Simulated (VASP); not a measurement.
Calculation: PBE GGA with D3 dispersion (Becke-Johnson damping), VASP's PBE PAW potentials (set 64) (plane waves; VASP 6.6.1).

VASP input:

INCAR:
```
ALGO  =  Normal
EDIFF  =  1E-7
ENCUT  =  520
GGA  =  PE
ICHARG  =  11
ISMEAR  =  0
IVDW  =  12
LASPH  =  .TRUE.
LCHARG  =  .FALSE.
LMAXMIX  =  4
LORBIT  =  11
LREAL  =  .FALSE.
LWAVE  =  .FALSE.
NELM  =  100
PREC  =  Accurate
SIGMA  =  0.05
SYSTEM  =  ZnTe
```

### KPOINTS
```
k-points along high-symmetry lines
15
Line-mode
Reciprocal
  0.000000   0.000000   0.000000 ! GAMMA
 -0.500000  -0.500000   0.000000 ! X

 -0.500000  -0.500000   0.000000 ! X
 -0.375000  -0.375000   0.250000 ! U

 -0.375000  -0.000000   0.375000 ! K
  0.000000   0.000000   0.000000 ! GAMMA

  0.000000   0.000000   0.000000 ! GAMMA
 -0.000000  -0.000000   0.500000 ! L

 -0.000000  -0.000000   0.500000 ! L
 -0.500000  -0.250000   0.250000 ! W

 -0.500000  -0.250000   0.250000 ! W
 -0.500000  -0.500000   0.000000 ! X
```

File POSCAR:
```
ZnTe
1
    0.0000000000     3.0437642725     3.0437642725
    3.0437642725     0.0000000000     3.0437642725
    3.0437642725     3.0437642725     0.0000000000
Zn Te
1 1
Direct
  0.0000000000   1.0000000000   1.0000000000
  0.2500000000   0.2500000000   0.2500000000
```

POTCAR, in this order: Zn Te (PBE.64 set). Program: vasp_std. Read from the step before: CHGCAR.

Output of the run:

**OSZICAR**
```
       N       E                     dE             d eps       ncg     rms          rms(c)
DAV:   1     0.799262712615E+02    0.79926E+02   -0.86508E+03  2340   0.148E+03
DAV:   2     0.825186516385E+00   -0.79101E+02   -0.75763E+02  2490   0.263E+02
DAV:   3    -0.395854323047E+01   -0.47837E+01   -0.47007E+01  2900   0.626E+01
DAV:   4    -0.402644504685E+01   -0.67902E-01   -0.67883E-01  2933   0.740E+00
DAV:   5    -0.402768094090E+01   -0.12359E-02   -0.12359E-02  2867   0.815E-01
DAV:   6    -0.402773423973E+01   -0.53299E-04   -0.53299E-04  3395   0.130E-01
DAV:   7    -0.402773462314E+01   -0.38340E-06   -0.38341E-06  2852   0.789E-03
DAV:   8    -0.402773463981E+01   -0.16673E-07   -0.16667E-07  2043   0.109E-03
   1 F= -.47245914E+01 E0= -.47245914E+01  d E =-.577212E-15
```

### OUTCAR
```
 val. band max:        3.2726206554   @ k =   0.0000   0.0000   0.0000

 cond. band min:       4.5571939454   @ k =   0.0000   0.0000   0.0000



 k-point     1 :       0.0000    0.0000    0.0000
  band No.  band energies     occupation
      1      -8.5568      2.00000
      2      -3.6651      2.00000
      3      -3.6651      2.00000
      4      -3.6651      2.00000
      5      -3.4292      2.00000
      6      -3.4292      2.00000
      7       3.2726      2.00000
      8       3.2726      2.00000
      9       3.2726      2.00000
     10       4.5572      0.00000
     11       7.6590      0.00000
     12       7.6590      0.00000
     13       7.6590      0.00000

 k-point     2 :      -0.0357   -0.0357    0.0000
  band No.  band energies     occupation
      1      -8.5448      2.00000
      2      -3.6650      2.00000
      3      -3.6635      2.00000
      4      -3.6635      2.00000
      5      -3.4298      2.00000
      6      -3.4289      2.00000
      7       3.0684      2.00000
      8       3.2271      2.00000
      9       3.2271      2.00000
     10       4.7623      0.00000
     11       7.5891      0.00000
     12       7.7249      0.00000
     13       7.7249      0.00000

 k-point     3 :      -0.0714   -0.0714    0.0000
  band No.  band energies     occupation
      1      -8.5091      2.00000
      2      -3.6648      2.00000
      3      -3.6588      2.00000
      4      -3.6588      2.00000
      5      -3.4316      2.00000
      6      -3.4280      2.00000
      7       2.6450      2.00000
      8       3.0992      2.00000
      9       3.0992      2.00000
     10       5.1822      0.00000
     11       7.4107      0.00000
     12       7.9138      0.00000
     13       7.9138      0.00000

 k-point     4 :      -0.1071   -0.1071    0.0000
  band No.  band energies     occupation
      1      -8.4506      2.00000
      2      -3.6639      2.00000
      3      -3.6511      2.00000
      4      -3.6511      2.00000
...
```

The density is held fixed in this step, so its total energy and stress have no physical meaning. Unless said otherwise, spin-orbit coupling is left out, though it shifts the bands of the heavy elements here.

The compound is ZnTe in the zinc blende structure. It was relaxed first.
